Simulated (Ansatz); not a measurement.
Structure types of As were relaxed at one common pressure (all-electron LAPW in Ansatz 0.2.0 under PBE, scalar-relativistic, no spin polarisation, zero temperature). They take these volumes:

```csv
type,space group,V (Å³/atom)
fcc,Fm-3m,11.62
bcc,Im-3m,11.55
hcp,P6_3/mmc,11.59
sc,Pm-3m,12.26
omega,P6/mmm,11.60
simple hexagonal,P6/mmm,12.03
```

**Question.** At about which pressure, and is the densest type also the lowest in enthalpy?

**Answer.** 120 GPa. The densest is bcc, and it is also the lowest in enthalpy among these.
